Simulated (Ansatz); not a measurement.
Point defect: N vacancy in GaN

All numbers below come from DFT PBE, scalar-relativistic, plane waves, PAW in Ansatz 0.2.0. Run with 420 eV cutoff, 1×1×1 k-mesh, Gaussian smearing of 0.01 eV, collinear spin in charge 0, +2 alone.

Host crystal, relaxed:

```
CELL_PARAMETERS angstrom
3.21837 0.00000 0.00000
-1.60919 2.78719 0.00000
0.00000 0.00000 5.24317
ATOMIC_POSITIONS crystal
Ga 0.66667 0.33333 0.49913
Ga 0.33333 0.66667 0.99913
N 0.66667 0.33333 0.87587
N 0.33333 0.66667 0.37587
```

Supercell of 72 atoms, rows in host cell vectors: 0 -3 0; 3 3 0; 0 0 2. Atoms relax at the host's cell, keeping the symmetry that the supercell leaves at the site. The cell is small, so energies carry finite-size errors of tenths of an eV. The zone centre alone is far too coarse a mesh for this cell, so the numbers show that error and aren't the defect's converged properties. The host's Kohn–Sham gap is 1.71 eV.

Defect: N vacancy, charge +2.

Command:

```bash
ansatz run input.yaml --threads 4 --pin off --max-ram 10240MiB --backend cpu --events-out ev --progress --plain --runs-dir out
```

The input:

```yaml
crystal:
  lattice:
    - [4.827556224, -8.3615726561, 0.0]
    - [4.8275562238, 8.3615726562, 0.0]
    - [0.0, 0.0, 10.4863368189]
  atoms:
    - { symbol: Ga, position: [0.7777777778, 0.2222222222, 0.2402540356], spin: 0.25 }
    - { symbol: Ga, position: [0.7777777778, 0.2222222222, 0.7507675016] }
    - { symbol: Ga, position: [0.4440744576, 0.2230441117, 0.2490876992] }
    - { symbol: Ga, position: [0.4443581755, 0.2228244078, 0.7498486333] }
    - { symbol: Ga, position: [0.1123029873, 0.2230441117, 0.2490876992] }
    - { symbol: Ga, position: [0.1117995657, 0.2228244078, 0.7498486333] }
    - { symbol: Ga, position: [0.7769558883, 0.5559255424, 0.2490876992] }
    - { symbol: Ga, position: [0.7771755922, 0.5556418245, 0.7498486333] }
    - { symbol: Ga, position: [0.4444444444, 0.5555555556, 0.2493642556] }
    - { symbol: Ga, position: [0.4444444444, 0.5555555556, 0.7504039302] }
    - { symbol: Ga, position: [0.1123029873, 0.5559255424, 0.2490876992] }
    - { symbol: Ga, position: [0.1117995657, 0.5556418245, 0.7498486333] }
    - { symbol: Ga, position: [0.7769558883, 0.8876970127, 0.2490876992] }
    - { symbol: Ga, position: [0.7771755922, 0.8882004343, 0.7498486333] }
    - { symbol: Ga, position: [0.4440744576, 0.8876970127, 0.2490876992] }
    - { symbol: Ga, position: [0.4443581755, 0.8882004343, 0.7498486333] }
    - { symbol: Ga, position: [0.1111111111, 0.8888888889, 0.2495232781] }
    - { symbol: Ga, position: [0.1111111111, 0.8888888889, 0.7505737545] }
    - { symbol: Ga, position: [0.5535358184, 0.1101012425, 0.5007481494], spin: 0.25 }
    - { symbol: Ga, position: [0.5549298371, 0.1107982519, 0.998476363] }
    - { symbol: Ga, position: [0.2217403713, 0.1101474092, 0.5006725224] }
    - { symbol: Ga, position: [0.2220740755, 0.1108148176, 0.9995783292] }
    - { symbol: Ga, position: [0.8898987575, 0.1101012425, 0.5007481494], spin: 0.25 }
    - { symbol: Ga, position: [0.8892017481, 0.1107982519, 0.998476363] }
    - { symbol: Ga, position: [0.5550512999, 0.4449487001, 0.500782582] }
    - { symbol: Ga, position: [0.5555142061, 0.4444857939, 0.9995038785] }
    - { symbol: Ga, position: [0.2232307335, 0.4449487001, 0.500782582] }
    - { symbol: Ga, position: [0.2223049211, 0.4444857939, 0.9995038785] }
    - { symbol: Ga, position: [0.8898987575, 0.4464641816, 0.5007481494], spin: 0.25 }
    - { symbol: Ga, position: [0.8892017481, 0.4450701629, 0.998476363] }
    - { symbol: Ga, position: [0.5550512999, 0.7767692665, 0.500782582] }
    - { symbol: Ga, position: [0.5555142061, 0.7776950789, 0.9995038785] }
    - { symbol: Ga, position: [0.2217403713, 0.7782596287, 0.5006725224] }
    - { symbol: Ga, position: [0.2220740755, 0.7779259245, 0.9995783292] }
    - { symbol: Ga, position: [0.8898525908, 0.7782596287, 0.5006725224] }
    - { symbol: Ga, position: [0.8891851824, 0.7779259245, 0.9995783292] }
    - { symbol: "N", position: [0.7777777778, 0.2222222222, 0.9386871402] }
    - { symbol: "N", position: [0.4460471874, 0.2227235777, 0.4376820899] }
    - { symbol: "N", position: [0.4445811482, 0.2218985344, 0.9379169206] }
    - { symbol: "N", position: [0.1100097236, 0.2227235777, 0.4376820899] }
    - { symbol: "N", position: [0.1106507195, 0.2218985344, 0.9379169206] }
    - { symbol: "N", position: [0.7772764223, 0.5539528126, 0.4376820899] }
    - { symbol: "N", position: [0.7781014656, 0.5554188518, 0.9379169206] }
    - { symbol: "N", position: [0.4444444444, 0.5555555556, 0.4377728888] }
    - { symbol: "N", position: [0.4444444444, 0.5555555556, 0.9380568504] }
    - { symbol: "N", position: [0.1100097236, 0.5539528126, 0.4376820899] }
    - { symbol: "N", position: [0.1106507195, 0.5554188518, 0.9379169206] }
    - { symbol: "N", position: [0.7772764223, 0.8899902764, 0.4376820899] }
    - { symbol: "N", position: [0.7781014656, 0.8893492805, 0.9379169206] }
    - { symbol: "N", position: [0.4460471874, 0.8899902764, 0.4376820899] }
    - { symbol: "N", position: [0.4445811482, 0.8893492805, 0.9379169206] }
    - { symbol: "N", position: [0.1111111111, 0.8888888889, 0.4379100516] }
    - { symbol: "N", position: [0.1111111111, 0.8888888889, 0.9382068226] }
    - { symbol: "N", position: [0.5557452159, 0.1112059413, 0.1890563059] }
    - { symbol: "N", position: [0.5565877317, 0.1116271992, 0.6871400023] }
    - { symbol: "N", position: [0.2222575695, 0.1111818057, 0.1880369572] }
    - { symbol: "N", position: [0.2222115623, 0.1110897912, 0.6879243949] }
    - { symbol: "N", position: [0.8887940587, 0.1112059413, 0.1890563059] }
    - { symbol: "N", position: [0.8883728008, 0.1116271992, 0.6871400023] }
    - { symbol: "N", position: [0.5555607302, 0.4444392698, 0.1877679603] }
    - { symbol: "N", position: [0.5554905433, 0.4445094567, 0.6880908433] }
    - { symbol: "N", position: [0.2222118728, 0.4444392698, 0.1877679603] }
    - { symbol: "N", position: [0.2223522468, 0.4445094567, 0.6880908433] }
    - { symbol: "N", position: [0.8887940587, 0.4442547841, 0.1890563059] }
    - { symbol: "N", position: [0.8883728008, 0.4434122683, 0.6871400023] }
    - { symbol: "N", position: [0.5555607302, 0.7777881272, 0.1877679603] }
    - { symbol: "N", position: [0.5554905433, 0.7776477532, 0.6880908433] }
    - { symbol: "N", position: [0.2222575695, 0.7777424305, 0.1880369572] }
    - { symbol: "N", position: [0.2222115623, 0.7777884377, 0.6879243949] }
    - { symbol: "N", position: [0.8888181943, 0.7777424305, 0.1880369572] }
    - { symbol: "N", position: [0.8889102088, 0.7777884377, 0.6879243949] }
  host:
    lattice:
      - [3.2183708159, 0.0, 0.0]
      - [-1.609185408, 2.7871908854, 0.0]
      - [0.0, 0.0, 5.2431684095]
    atoms:
      - { symbol: Ga, position: [0.6666666667, 0.3333333333, 0.4991348631] }
      - { symbol: Ga, position: [0.3333333333, 0.6666666667, 0.9991348631] }
      - { symbol: "N", position: [0.6666666667, 0.3333333333, 0.8758651369] }
      - { symbol: "N", position: [0.3333333333, 0.6666666667, 0.3758651369] }
total_charge: 2
basis:
  ecutwfc: 420
  xc_grid: 2
kpoints:
  mp_grid: { grid: [1, 1, 1], shift: [0.0, 0.0, 0.0] }
hamiltonian:
  xc: pbe
scf:
  occupations: { method: gaussian, width: 0.01 }
output:
  forces: true
  stress: false
  eigenvalues: true
  populations: true
  charged_corrections:
    defect_position: [0.77777778, 0.22222222, 0.43793257]
    epsilon: [[10.4928, 0.0, 0.0], [0.0, 10.4928, 0.0], [0.0, 0.0, 11.6882]]
magnetization:
  spin_polarized: true
relax:
  adjacent_minimum: "off"
  f_tol: 0.025
  max_steps: 45
```

From the output:

```
Warning: RAYON_NUM_THREADS=4 ignored (pool sized by the plan → 4); use --threads N
Crystal: 71 atoms, lattice volume = 846.582 Å³
Basis set: ecut = 420 eV, 16529 PW (Γ), exchange–correlation on 144×144×144 points (8 copies of the dense FFT grid, shifted against one another)
Bands: 392, of which v1, the nominal top of the filled ones, is band 321 counted from 1 (320 counted from 0)
Symmetry: 6 space group operations
Space group: P3m1 (ITA 156), of the structure as read, at distance tolerance 9.5e-5 Å
k-points: 1
relax step   1: F+E_penalty+E_count = -149673.89632811 eV  Δ(F+E_penalty+E_count) = +0.000e0 eV  max|allowed force component| = 1.149e-1 eV/Å  Δτ_max = 0.0000 Å
relax step   2: F+E_penalty+E_count = -149673.90198514 eV  Δ(F+E_penalty+E_count) = -5.657e-3 eV  max|allowed force component| = 6.479e-2 eV/Å  Δτ_max = 0.0051 Å
relax step   3: F+E_penalty+E_count = -149673.90384001 eV  Δ(F+E_penalty+E_count) = -1.855e-3 eV  max|allowed force component| = 8.536e-3 eV/Å  Δτ_max = 0.0039 Å
SCF converged after 9 iterations
Free energy (F): -149673.903840 eV
E sigma→0 (E₀):  -149673.901019 eV
Fermi energy:    9.179471 eV
```

The relaxation gained 0.01 eV in 3 steps. Time: 2.1 min on 4 threads of Intel(R) Xeon(R) Processor @ 2.50GHz (Skylake/Cascade Lake) (shared host), peak memory 2.1 GiB.